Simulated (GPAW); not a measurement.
A run of GPAW 26.7.0 is set up as follows.

The input run.py:

```python
import spglib
from ase import Atoms
from ase.dft.bandgap import bandgap
from ase.io import read, write
from ase.units import GPa
from gpaw import GPAW, PW

atoms = read('SnTe.cif')
cell, positions, numbers = spglib.find_primitive(
    (atoms.cell[:], atoms.get_scaled_positions(), atoms.numbers), symprec=1e-4)
atoms = Atoms(numbers, cell=cell, scaled_positions=positions, pbc=True)

calc = GPAW(mode=PW(450),
            xc='LDA',
            kpts={'size': (6, 6, 6), 'gamma': True},
            occupations={'name': 'fermi-dirac', 'width': 0.05},
            nbands=19,
            convergence={'density': 1e-05, 'energy': 1e-05},
            maxiter=80,
            txt='gpaw.txt')
atoms.calc = calc
energy = atoms.get_potential_energy()
forces = atoms.get_forces()
stress = atoms.get_stress()
calc.write('gs.gpw')
write('result.traj', atoms)
print(f'Energy: {energy:.6f} eV')
print('Forces (eV/A):')
print(forces.round(4))
print('Stress (GPa):', (stress / GPa).round(3))
print('Fermi level:', round(calc.get_fermi_level(), 4), 'eV')
print(f'Gap: {bandgap(calc)[0]:.4f} eV, direct: {bandgap(calc, direct=True)[0]:.4f} eV')
```

The input SnTe.cif:

```cif
data_SnTe
_cell_length_a 6.30170000
_cell_length_b 6.30170000
_cell_length_c 6.30170000
_cell_angle_alpha 90.00000000
_cell_angle_beta 90.00000000
_cell_angle_gamma 90.00000000
_space_group_name_H-M_alt 'Fm-3m'
_space_group_name_Hall '-F 4 2 3'
_space_group_IT_number 225
loop_
_space_group_symop_operation_xyz
'x,y,z'
'-x,-y,-z'
'-y,x,z'
'y,-x,-z'
'-x,-y,z'
'x,y,-z'
'y,-x,z'
'-y,x,-z'
'x,-y,-z'
'-x,y,z'
'-y,-x,-z'
'y,x,z'
'-x,y,-z'
'x,-y,z'
'y,x,-z'
'-y,-x,z'
'z,x,y'
'-z,-x,-y'
'z,-y,x'
'-z,y,-x'
'z,-x,-y'
'-z,x,y'
'z,y,-x'
'-z,-y,x'
'-z,x,-y'
'z,-x,y'
'-z,-y,-x'
'z,y,x'
'-z,-x,y'
'z,x,-y'
'-z,y,x'
'z,-y,-x'
'y,z,x'
'-y,-z,-x'
'x,z,-y'
'-x,-z,y'
'-y,z,-x'
'y,-z,x'
'-x,z,y'
'x,-z,-y'
'-y,-z,x'
'y,z,-x'
'-x,-z,-y'
'x,z,y'
'y,-z,-x'
'-y,z,x'
'x,-z,y'
'-x,z,-y'
'x,y+1/2,z+1/2'
'-x,-y+1/2,-z+1/2'
'-y,x+1/2,z+1/2'
'y,-x+1/2,-z+1/2'
'-x,-y+1/2,z+1/2'
'x,y+1/2,-z+1/2'
'y,-x+1/2,z+1/2'
'-y,x+1/2,-z+1/2'
'x,-y+1/2,-z+1/2'
'-x,y+1/2,z+1/2'
'-y,-x+1/2,-z+1/2'
[... 41 lines left out ...]
'-x+1/2,-y,z+1/2'
'x+1/2,y,-z+1/2'
'y+1/2,-x,z+1/2'
'-y+1/2,x,-z+1/2'
'x+1/2,-y,-z+1/2'
'-x+1/2,y,z+1/2'
'-y+1/2,-x,-z+1/2'
'y+1/2,x,z+1/2'
'-x+1/2,y,-z+1/2'
'x+1/2,-y,z+1/2'
'y+1/2,x,-z+1/2'
'-y+1/2,-x,z+1/2'
'z+1/2,x,y+1/2'
'-z+1/2,-x,-y+1/2'
'z+1/2,-y,x+1/2'
'-z+1/2,y,-x+1/2'
'z+1/2,-x,-y+1/2'
'-z+1/2,x,y+1/2'
'z+1/2,y,-x+1/2'
'-z+1/2,-y,x+1/2'
'-z+1/2,x,-y+1/2'
'z+1/2,-x,y+1/2'
'-z+1/2,-y,-x+1/2'
'z+1/2,y,x+1/2'
'-z+1/2,-x,y+1/2'
'z+1/2,x,-y+1/2'
'-z+1/2,y,x+1/2'
'z+1/2,-y,-x+1/2'
'y+1/2,z,x+1/2'
'-y+1/2,-z,-x+1/2'
'x+1/2,z,-y+1/2'
'-x+1/2,-z,y+1/2'
'-y+1/2,z,-x+1/2'
'y+1/2,-z,x+1/2'
'-x+1/2,z,y+1/2'
'x+1/2,-z,-y+1/2'
'-y+1/2,-z,x+1/2'
'y+1/2,z,-x+1/2'
'-x+1/2,-z,-y+1/2'
'x+1/2,z,y+1/2'
'y+1/2,-z,-x+1/2'
'-y+1/2,z,x+1/2'
'x+1/2,-z,y+1/2'
'-x+1/2,z,-y+1/2'
'x+1/2,y+1/2,z'
'-x+1/2,-y+1/2,-z'
'-y+1/2,x+1/2,z'
'y+1/2,-x+1/2,-z'
'-x+1/2,-y+1/2,z'
'x+1/2,y+1/2,-z'
'y+1/2,-x+1/2,z'
'-y+1/2,x+1/2,-z'
'x+1/2,-y+1/2,-z'
'-x+1/2,y+1/2,z'
'-y+1/2,-x+1/2,-z'
'y+1/2,x+1/2,z'
'-x+1/2,y+1/2,-z'
'x+1/2,-y+1/2,z'
'y+1/2,x+1/2,-z'
'-y+1/2,-x+1/2,z'
'z+1/2,x+1/2,y'
'-z+1/2,-x+1/2,-y'
'z+1/2,-y+1/2,x'
'-z+1/2,y+1/2,-x'
'z+1/2,-x+1/2,-y'
'-z+1/2,x+1/2,y'
'z+1/2,y+1/2,-x'
'-z+1/2,-y+1/2,x'
'-z+1/2,x+1/2,-y'
'z+1/2,-x+1/2,y'
'-z+1/2,-y+1/2,-x'
'z+1/2,y+1/2,x'
'-z+1/2,-x+1/2,y'
'z+1/2,x+1/2,-y'
'-z+1/2,y+1/2,x'
'z+1/2,-y+1/2,-x'
'y+1/2,z+1/2,x'
'-y+1/2,-z+1/2,-x'
'x+1/2,z+1/2,-y'
'-x+1/2,-z+1/2,y'
'-y+1/2,z+1/2,-x'
'y+1/2,-z+1/2,x'
'-x+1/2,z+1/2,y'
'x+1/2,-z+1/2,-y'
'-y+1/2,-z+1/2,x'
'y+1/2,z+1/2,-x'
'-x+1/2,-z+1/2,-y'
'x+1/2,z+1/2,y'
'y+1/2,-z+1/2,-x'
'-y+1/2,z+1/2,x'
'x+1/2,-z+1/2,y'
'-x+1/2,z+1/2,-y'
loop_
_atom_site_label
_atom_site_type_symbol
_atom_site_symmetry_multiplicity
_atom_site_Wyckoff_symbol
_atom_site_fract_x
_atom_site_fract_y
_atom_site_fract_z
_atom_site_occupancy
Te1 Te 4 b 0.5000000000 0.0000000000 0.0000000000 1
Sn1 Sn 4 a 0.0000000000 0.0000000000 0.0000000000 1
```

Potentials or basis: the program's PAW data sets (release 1.2.1) made for this functional, pw.

Run with:

```console
$ OMP_NUM_THREADS=1 python run.py
```

(1) Estimate the pressure.

(2) Estimate the band gap on the k mesh.

Results:

(1) -2.6 GPa.

(2) 0.11 eV, direct.

Caveat: the cutoff is short for stress and forces, so pressures can be off by a GPa or more; spin-orbit coupling is left out, which moves the levels of the heavy elements.

**Measured values to compare with.**

A printed reference work, textbook reports, for a bulk crystal of SnTe at 300 K: band gap 0.18 eV (direct).

Measured gap of SnTe: 0.18 eV (direct; 300 K; a printed reference work, textbook). This calculation gives 0.11 eV (-0.07 eV). Spin-orbit coupling on Sn, Te is left out. The value is that of LDA on a finite k mesh, which can miss the band edges, without temperature or zero-point motion. Semilocal functionals fall short of measured gaps as a rule.
